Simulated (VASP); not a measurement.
Here is a VASP 6.6.1 calculation.

File INCAR:

```
SYSTEM = CaSe
PREC     = Accurate       ! precision mode
ENCUT    = 520            ! plane-wave cutoff, eV
EDIFF    = 1E-8           ! SCF threshold, eV
ISMEAR   = 0              ! smearing method
SIGMA    = 0.01           ! smearing width, eV
LREAL    = .FALSE.        ! projectors in reciprocal space
LASPH    = .TRUE.         ! aspherical terms in the spheres
NELM     = 100            ! most SCF steps
ALGO     = Normal         ! electronic algorithm
ISIF     = 2              ! what is computed and relaxed
LWAVE    = .FALSE.        ! write WAVECAR
LCHARG   = .TRUE.         ! write CHGCAR
GGA      = PE             ! functional
NBANDS   = 15             ! bands
IBRION   = 8              ! ionic algorithm
NSW      = 1              ! ionic steps
LEPSILON = .TRUE.         ! dielectric tensor by DFPT
```

The input KPOINTS:

```
regular mesh
0
G
  8 8 8
  0 0 0
```

The input POSCAR:

```
CaSe
1.0
    3.6513000000      0.0000000000      0.0000000000
    0.0000000000      3.6513000000      0.0000000000
    0.0000000000      0.0000000000      3.6513000000
Ca Se
1 1
Direct
    0.0000000000      0.0000000000      0.0000000000
    0.5000000000      0.5000000000      0.5000000000
```

Potentials or basis: VASP PAW PBE potentials, release 64 (Ca_sv, Se).

Launch:

```bash
$ cat potpaw_PBE.64/Ca_sv/POTCAR potpaw_PBE.64/Se/POTCAR > POTCAR
$ mpirun -np 1 vasp_std > vasp.out
```

(1) What does it give for the electronic dielectric tensor (diagonal)?

(2) What does it give for the Born charges (mean of the diagonal)?

(3) What does it give for the highest phonon frequency at Γ, LO-TO splitting left out?

Answers

(1) 7.87.

(2) Ca +2.87; Se -2.87 e.

(3) 91 cm⁻¹.
